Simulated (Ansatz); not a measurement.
Set up this calculation in Ansatz 0.2.0, as the native input.

```
Task                : single point
Functional          : PBE
Potentials or basis : Ansatz PAW
Cutoff              : 420 eV (not typed: the program's choice for these potentials)
k mesh              : 7 × 7 × 7
Occupations         : fermi-dirac, width 0.05 eV
Spin                : no spin polarisation
```

The system is SrCl2.

```
Sr Cl
1.0
     0.00000    3.48835    3.48835
     3.48835    0.00000    3.48835
     3.48835    3.48835    0.00000
Sr Cl
1 2
Direct
  0.00000 0.00000 0.00000
  0.75000 0.75000 0.75000
  0.25000 0.25000 0.25000
```

These files were run (other wordings do the same):

input.yaml

```yaml
crystal:
  lattice:
    - [0.0, 3.48835, 3.48835]
    - [3.48835, 0.0, 3.48835]
    - [3.48835, 3.48835, 0.0]
  atoms:
    - { symbol: Sr, position: [0.0, 0.0, 0.0] }
    - { symbol: Cl, position: [0.75, 0.75, 0.75] }
    - { symbol: Cl, position: [0.25, 0.25, 0.25] }
hamiltonian:
  xc: pbe
  pseudopotentials: { kind: paw }
kpoints:
  mp_grid: { grid: [7, 7, 7] }
scf:
  occupations: { method: fermi_dirac, width: 0.05 }
output:
  forces: true
  stress: true
  eigenvalues: true
```

Potentials or basis: Ansatz PAW.

The run is started by

```console
$ ansatz run input.yaml --threads 2 --pin off --max-ram 5120MiB --backend cpu --events-out ev --progress --plain --runs-dir out
```

Results of the run:

- Pressure: 1.0 GPa
- Band gap on the k mesh: 5.38 eV, indirect (least direct gap 5.68 eV)

Caveat: odd divisions of the mesh miss points on the zone boundary, where band edges often lie, so the gap on the mesh can be too wide.

It took 1.6 s on 2 threads of Arm Neoverse V1, on a shared host, peak memory 0.32 GiB.
